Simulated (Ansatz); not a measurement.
## Clamped-ion strain scan in BN

Level of theory: Ansatz 0.2.0, DFT PBE, scalar-relativistic, plane waves, PAW. Settings: plane waves to 420 eV, k-mesh 12×12×12 (Γ-centred), Gaussian smearing 0.05 eV. No spin polarisation. Energies are free energies at this smearing, counted from the undisturbed cell; pressure is positive in compression.

The undisturbed cell (relaxed at this level):

```yaml
crystal:
  lattice:
    - [0.00000, 1.81235, 1.81235]
    - [1.81235, 0.00000, 1.81235]
    - [1.81235, 1.81235, 0.00000]
  atoms:
    - { symbol: B, position: [0.00000, 0.00000, 0.00000] }
    - { symbol: N, position: [0.75000, 0.75000, 0.75000] }
```

The cell is strained by ε times the Voigt pattern (0, 0, 1, 0, 0, 0) (xx, yy, zz, yz, xz, xy; engineering shear) with fractional coordinates fixed.

```tsv
ε	ΔE (meV/atom)	stress summed along the pattern (GPa, tension positive)	pressure (GPa)	gap on the mesh (eV)
-0.0600	54.3	-49.90	25.6	3.43
-0.0450	?	?	18.6	3.69
-0.0300	13.2	-24.14	11.9	3.95
-0.0150	3.2	-11.87	5.8	4.21
0.0000	0.0	0.01	0.0	4.46
0.0150	3.1	11.47	-5.4	4.31
0.0300	12.6	?	?	4.17
0.0450	?	33.26	?	4.03
0.0525	38.2	38.47	-17.3	3.97
0.0600	49.6	43.58	-19.4	3.90
```

Problem. Give the withheld values.

Solution. ΔE (meV/atom) at ε = -0.0450: 30.2; stress summed along the pattern (GPa, tension positive) at ε = -0.0450: -36.81; stress summed along the pattern (GPa, tension positive) at ε = 0.0300: 22.56; pressure (GPa) at ε = 0.0300: -10.4; ΔE (meV/atom) at ε = 0.0450: 28.2; pressure (GPa) at ε = 0.0450: -15.1.

Cost: 10 runs of about 0.29 core-minutes in all, on Arm Neoverse V2 (shared hosts).